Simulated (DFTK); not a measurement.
V:

```
CELL_PARAMETERS angstrom
-1.51435 1.51435 1.51435
1.51435 -1.51435 1.51435
1.51435 1.51435 -1.51435
ATOMIC_POSITIONS crystal
V 0.00000 0.00000 0.00000
```

Program: DFTK 0.8.2. Alike in all runs: task band structure; spin collinear, ferromagnetic start; cell as given; cutoff (eV) 1225; smearing fermi-dirac 0.05 eV.

Order these runs on this cell by their pressure, lowest first.
A. level PBE; potentials or basis SPMS 1.0 (PBE); k mesh 12 × 12 × 12; mesh quality not flagged
B. level TASK; potentials or basis SG15 1.2 (PBE); k mesh 8 × 8 × 8; mesh quality coarse
C. level PBEsol; potentials or basis SG15 1.2 (PBE); k mesh 12 × 12 × 12; mesh quality not flagged

C (-11.8 GPa), A (-5.2 GPa), B (-2.0 GPa).

Caveats: some runs use coarse meshes; the potentials were made for another functional, which shifts forces and pressure (some runs).
